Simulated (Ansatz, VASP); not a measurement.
One calculation of HfO2, two programs

```
Hf O
1.0
     0.00000    2.55750    2.55750
     2.55750    0.00000    2.55750
     2.55750    2.55750    0.00000
Hf O
1 2
Direct
  0.00000 0.00000 0.00000
  0.22460 0.22460 0.22460
  0.77540 0.77540 0.77540
```

Change from the starting cell: mode 7 (554.9 1/cm) frozen in, largest displacement -0.225 Å.

Alike in both runs: task single point; functional PBE; k mesh 8 × 8 × 8; occupations gaussian, width 0.05 eV; no spin polarisation.

```csv
,VASP,Ansatz
version,VASP 6.6.1,Ansatz 0.2.0
potentials or method,"VASP PAW PBE potentials, release 64 (Hf_pv, O)","scalar-relativistic, plane waves, PAW"
plane-wave cutoff (eV),520,420
valence electrons in the cell,22,38
```

VASP gave:

```
gap on the k mesh at the Fermi level (eV)       : 3.63
least direct gap on the mesh (eV)               : 3.82
pressure (GPa)                                  : 6.8
largest component of the traceless stress (GPa) : 9.16
rms of the force components (eV/Å)              : 2.550
```

Task: What did Ansatz give for the same quantities?

Result: gap on the k mesh at the Fermi level (eV): 3.63; least direct gap on the mesh (eV): 3.79; pressure (GPa): 10.1; largest component of the traceless stress (GPa): 9.80; rms of the force components (eV/Å): 2.577.

Atom by atom the forces differ by 0.027 eV/Å (rms over components). The two sets of potentials don't hold the same shells in valence.

Caveats: spin-orbit coupling is left out, which moves the levels of the heavy elements; forces of over 1 eV/Å show positions far from the minimum, so gaps and moduli don't describe the material at rest. A k mesh can miss the band edges.
